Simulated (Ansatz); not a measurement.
# W: the cost of one run

Program: Ansatz 0.2.0. Level of theory: DFT PBEsol, scalar-relativistic, plane waves, PAW. These are calculated values, not measurements.

This is W in the fcc structure; at room conditions it is bcc.

2 further runs of the same task are left out: 2 set aside as unsound or not needed.

## (1) The starting structure

Symmetry: Fm-3m, No. 225, cubic system. The conventional cell has a = 3.998 Å, b = 3.998 Å, c = 3.998 Å, α = 90.00°, β = 90.00°, γ = 90.00°. Around W (site symmetry m-3m) lie 12 W at 2.83 Å.

Coordinates:

```
W
1.0
     0.00000    1.99900    1.99900
     1.99900    0.00000    1.99900
     1.99900    1.99900    0.00000
W
1
Direct
  0.00000 0.00000 0.00000
```

It is the result of an earlier relaxation at this level (volume 15.98 Å³/atom; gap on the mesh: none (metal)).

## (2) Electronic structure at the relaxed geometry

Input file input.yaml:

```yaml
crystal:
  lattice:
    - [0.0, 1.9989957668, 1.9989957668]
    - [1.9989957668, 0.0, 1.9989957668]
    - [1.9989957668, 1.9989957668, 0.0]
  atoms:
    - { symbol: W, position: [0.0, 0.0, 0.0] }
basis:
  ecutwfc: 420
kpoints:
  mp_grid: { grid: [18, 18, 18] }
  band_path:
    path:
      - [[0.0, 0.0, 0.0], [0.5, 0.0, 0.5], [0.625, 0.25, 0.625]]
      - [[0.375, 0.375, 0.75], [0.0, 0.0, 0.0], [0.5, 0.5, 0.5], [0.5, 0.25, 0.75], [0.5, 0.0, 0.5]]
    npoints: 14
hamiltonian:
  xc: pbesol
scf:
  occupations: { method: gaussian, width: 0.1 }
  n_extra_bands: 6
output:
  forces: true
  stress: true
  eigenvalues: true
  populations: true
  dos: { projected: true, de: 0.02, nscf_kmesh: { grid: [27, 27, 27] } }
  bader: true
  write_density: true
  write_potential: true
  elf: true
  volumetric_format: npy
```

On the command line:

```sh
$ ansatz run input.yaml --threads 1 --pin off --max-ram 2560MiB --backend cpu --events-out ev --progress --plain --runs-dir out
```

What time and memory should one allow on 1 thread of Arm Neoverse V1, shared host?

About 10 s, with a peak of 0.32 GiB.
